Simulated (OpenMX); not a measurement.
Ta:

```xyz
1
Lattice="-1.6513 1.6513 1.6513 1.6513 -1.6513 1.6513 1.6513 1.6513 -1.6513" Properties=species:S:1:pos:R:3 pbc="T T T"
Ta    0.0000    0.0000    0.0000
```

Base run:

* Program: OpenMX 3.8.5
* Functional: PBE
* Potentials or basis: OpenMX 2013 PBE set, Ta7.0-s3p2d2f1, grid cutoff 400 Ry
* k mesh: 9 × 9 × 9
* Occupations: fermi-dirac, width 0.05 eV
* Spin: no spin polarisation

Its results: pressure 3.6 GPa.

**Question.** The run is repeated on the same cell with these changes: functional from PBE to LDA; potentials or basis from OpenMX 2013 PBE set, Ta7.0-s3p2d2f1, grid cutoff 400 Ry to OpenMX 2013 LDA set, Ta7.0-s3p2d2f1, grid cutoff 400 Ry. What comes out?

**Answer.** Pressure -9.9 GPa.

Caveats: the basis of atomic orbitals isn't converged, which shifts pressures, moduli and gaps.
